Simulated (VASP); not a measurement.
# Ga (I4/mmm) in VASP: a series of runs, part 2 of 2

VASP 6.6.1. Earlier steps stand in the parts before.

## 3. Relaxation of cell and atoms, PBEsol, target pressure 5 GPa, at which the enthalpy is minimised

INCAR reads:

```
SYSTEM = Ga
PREC = Accurate ; ENCUT = 600
EDIFF = 1E-6 ; ISMEAR = -1
SIGMA = 0.05 ; LREAL = .False.
LASPH = .True. ; NELM = 100
ALGO = Fast ; ISIF = 3
LWAVE = .False. ; LCHARG = .False.
GGA = PS ; IBRION = 2
NSW = 40 ; EDIFFG = -0.02
PSTRESS = 50
```

KPOINTS reads:

```
regular mesh
0
Gamma
  13 13 13
  0 0 0
```

POSCAR reads:

```
Ga
1.0
   -1.3843987196      1.3843987196      2.3112238365
    1.3843987196     -1.3843987196      2.3112238365
    1.3843987196      1.3843987196     -2.3112238365
Ga
1
Direct
    0.0000000000      0.0000000000      0.0000000000
```

Potentials or basis: VASP PAW PBE potentials, release 64 (Ga_d).

Run with:

```bash
cat potpaw_PBE.64/Ga_d/POTCAR > POTCAR
mpirun -np 1 vasp_std > vasp.out
```

OUTCAR:

```text
SYSTEM = Ga
   PREC = Accurate
   ENCUT = 600
   EDIFF = 1E-6
   ISMEAR = -1
   LREAL = .False.
   LASPH = .True.
   NELM = 100
   ISIF = 3
   GGA = PS
   IBRION = 2
   NSW = 40
   EDIFFG = -0.02
   PSTRESS = 50

 ion  position               nearest neighbor table
   1  0.000  0.000  0.000-

  LATTYP: Found a body centered tetragonal cell.
 ALAT       =     2.7687974392
 C/A-ratio  =     1.6694784557

  Lattice vectors:

 A1 = (  -1.3843987196,   1.3843987196,   2.3112238365)
 A2 = (   1.3843987196,  -1.3843987196,   2.3112238365)
 A3 = (   1.3843987196,   1.3843987196,  -2.3112238365)

Analysis of symmetry for initial positions (statically):
=====================================================================
 Subroutine PRICEL returns:
 Original cell was already a primitive cell.

 Routine SETGRP: Setting up the symmetry group for a
 body centered tetragonal supercell.

 Subroutine GETGRP returns: Found 16 space group operations
 (whereof 16 operations were pure point group operations)
 out of a pool of 16 trial point group operations.

The static configuration has the point symmetry D_4h.

Analysis of symmetry for dynamics (positions and initial velocities):
=====================================================================
 Subroutine PRICEL returns:
 Original cell was already a primitive cell.

 Routine SETGRP: Setting up the symmetry group for a
 body centered tetragonal supercell.

 Subroutine GETGRP returns: Found 16 space group operations
 (whereof 16 operations were pure point group operations)
 out of a pool of 16 trial point group operations.

The dynamic configuration has the point symmetry D_4h.

 Subroutine INISYM returns: Found 16 space group operations
 (whereof 16 operations are pure point group operations),
 and found     1 'primitive' translations

[... 140 lines left out ...]
  free energy    TOTEN  =        -3.33745727 eV

  energy without entropy =       -3.33460645  energy(sigma->0) =       -3.33603186

------------------------ aborting loop because EDIFF is reached ----------------------------------------

  FORCE on cell =-STRESS in cart. coord.  units (eV):
  Direction    XX          YY          ZZ          XY          YZ          ZX
  --------------------------------------------------------------------------------------
  -------------------------------------------------------------------------------------
  Total       -0.0196149     -0.0196149     -0.0404379      0.0000000     -0.0000000      0.0000000
  in kB       -1.7736716     -1.7736716     -3.6565757      0.0000000     -0.0000000      0.0000000
  external PRESSURE =     -52.4013063 kB  Pullay stress =      50.0000000 kB
[... 94 lines left out ...]
  energy  without entropy=       -3.3175256059  energy(sigma->0) =       -3.31895143

  enthalpy is  TOTEN    =        -2.8062939025 eV   P V=        0.5140833527

[... ionic steps 4 to 10 ...]

--------------------------------------- Ionic step       11  -------------------------------------------

 number of electron      13.0000006 magnetization

------------------------ aborting loop because EDIFF is reached ----------------------------------------
[... 69 lines left out ...]
--------------------------------------- Ionic step       13  -------------------------------------------

 number of electron      13.0000006 magnetization

 Free energy of the ion-electron system (eV)
  ---------------------------------------------------
  ext. energy  EPLUGINS =         0.00000000
  ---------------------------------------------------
  free energy    TOTEN  =        -3.32003382 eV

  energy without entropy =       -3.31794318  energy(sigma->0) =       -3.31898850

 E-fermi :   6.7572     XC(G=0): -11.8711

 val. band max:        6.7556321491   @ k =   0.3846   0.2308   0.1538
 cond. band min:       6.7948300692   @ k =  -0.4615   0.4615   0.1538
 fundamental gap:      0.0391979201
 Fermi energy:         6.7571913990

 k-point     1 :       0.0000    0.0000    0.0000
  band No.  band energies     occupation
      1      -8.3493      2.00000
      2      -8.1615      2.00000
      3      -8.1615      2.00000
      4      -8.1591      2.00000
      5      -7.9672      2.00000
      6      -5.4075      2.00000
      7      20.6265      0.00000
      8      20.6265      0.00000
      9      20.6468      0.00000
     10      23.6874      0.00000
[... 287 lines left out ...]
 k-point    24 :       0.4615    0.1538   -0.0000
  band No.  band energies     occupation
      1      -8.3241      2.00000
      2      -8.2314      2.00000
      3      -8.1601      2.00000
      4      -8.0092      2.00000
      5      -7.8974      2.00000
      6       2.2935      2.00000
      7       2.8545      2.00000
      8      14.0021      0.00000
      9      15.2691      0.00000
     10      19.2419      0.00000

 [... further k-points ...]

------------------------ aborting loop because EDIFF is reached ----------------------------------------

  FORCE on cell =-STRESS in cart. coord.  units (eV):
  Direction    XX          YY          ZZ          XY          YZ          ZX
  --------------------------------------------------------------------------------------
  -------------------------------------------------------------------------------------
  Total        0.5041516      0.5041516      0.5089059     -0.0000000      0.0000000      0.0000000
  in kB       49.2354044     49.2354044     49.6997013     -0.0000000      0.0000000      0.0000000
  external PRESSURE =      -0.6098299 kB  Pullay stress =      50.0000000 kB
[... 20 lines left out ...]
  energy  without entropy=       -3.3179431779  energy(sigma->0) =       -3.31898850

  enthalpy is  TOTEN    =        -2.8080530240 eV   P V=        0.5119807932

 reached required accuracy - stopping structural energy minimisation
```

CONTCAR:

```text
Ga
   1.00000000000000
    -1.3630692945712901    1.3630692945712903    2.2074881768584942
     1.3630692945712901   -1.3630692945712899    2.2074881768584942
     1.3630692945712901    1.3630692945712899   -2.2074881768584942
  Ga
     1
Direct
     0.0000000000000000    0.0000000000000000    0.0000000000000000

  0.00000000E+00  0.00000000E+00  0.00000000E+00
```

Run time: 83 s. Hardware: 1 thread of Intel Xeon 6975P-C (Granite Rapids), shared host; peak memory 0.18 GiB.

Results:

```yaml
Free_energy: -3.3200 eV
Relaxed_volume: 16.41 Å³/atom
Relaxed_cell: a = 2.931 Å, b = 2.931 Å, c = 2.931 Å, α = 124.57°, β = 124.57°, γ = 82.26°
Space_group_after_relaxing_to_0.05_Å: I4/mmm (No. 139)
Energy_change_on_relaxing_the_enthalpy_is_what_falls: +17.4 meV/atom
Ionic_steps: 13
Pressure_after_relaxing: 4.9 GPa
Band_gap_on_the_k_mesh: none (metal or under the smearing width)
```

The path:
| step | energy change (eV) | largest force (eV/Å) | pressure (GPa) | volume (Å³) |
| --- | --- | --- | --- | --- |
| 1 | 0.0000 | 0.0000 | -0.24 | 17.72 |
| 2 | 0.0240 | 0.0000 | 6.08 | 16.27 |
| 3 | 0.0171 | 0.0000 | 5.66 | 16.47 |
| 4 | 0.0134 | 0.0000 | 4.43 | 16.60 |
| 5 | 0.0151 | 0.0000 | 4.83 | 16.54 |
| 6 | 0.0157 | 0.0000 | 4.89 | 16.52 |
| 7 | 0.0157 | 0.0000 | 4.80 | 16.51 |
| 8 | 0.0156 | 0.0000 | 4.69 | 16.47 |
| 9 | 0.0199 | 0.0000 | 5.42 | 16.39 |
| 10 | 0.0161 | 0.0000 | 4.78 | 16.45 |
| 11 | 0.0159 | 0.0000 | 4.77 | 16.46 |
| 12 | 0.0192 | 0.0000 | 5.41 | 16.35 |
| 13 | 0.0174 | 0.0000 | 4.94 | 16.41 |

Final structure:
```
Ga
1.0
    -1.36307    1.36307    2.20749
     1.36307   -1.36307    2.20749
     1.36307    1.36307   -2.20749
Ga
1
Direct
  0.00000 0.00000 0.00000
```

Levels at points of the mesh, in eV from the Fermi level:
```csv
k point,band 2,band 3,band 4,band 5,band 6,band 7,band 8,band 9,band 10
"(0.00, 0.00, 0.00)",-14.92,-14.92,-14.92,-14.72,-12.16,13.87,13.87,13.89,16.93
```

Caveat: the cell is relaxed towards a set pressure, so the enthalpy falls and the energy may rise; the PAW data sets were made with another functional, which shifts forces and pressure a little.

## 4. The reference run

An earlier run on the cell as given: functional PBEsol; potentials or basis VASP PAW PBE potentials, release 64 (Ga_d); cutoff 520 eV; k mesh 13 × 13 × 13; occupations fermi-dirac, width 0.05 eV; no spin polarisation.

- Pressure: -0.2 GPa
- Band gap on the k mesh: none (metal or under the smearing width)

## 5. The runs side by side

| task | cell | cutoff (eV) | target pressure | ladder | gap on the mesh (eV) | pressure (GPa) |
| --- | --- | --- | --- | --- | --- | --- |
| relaxation of cell and atoms | relaxed to 2 GPa | 600 | 2 GPa | - | none | 1.9 |
| relaxation of cell and atoms | relaxed to 5 GPa | 600 | 5 GPa | - | none | 4.9 |
| single point | as given | 520 | - | free | none | -0.2 |

Alike in all rows: level PBEsol; potentials or basis VASP PAW PBE potentials, release 64 (Ga_d); no spin polarisation; k mesh 13 × 13 × 13; smearing fermi-dirac 0.05 eV.

Caveats: the PAW data sets were made with another functional, which shifts forces and pressure a little; the cell is relaxed towards a set pressure, so the enthalpy falls and the energy may rise (some runs).

Absolute energies hang on the potentials; compare differences alone.
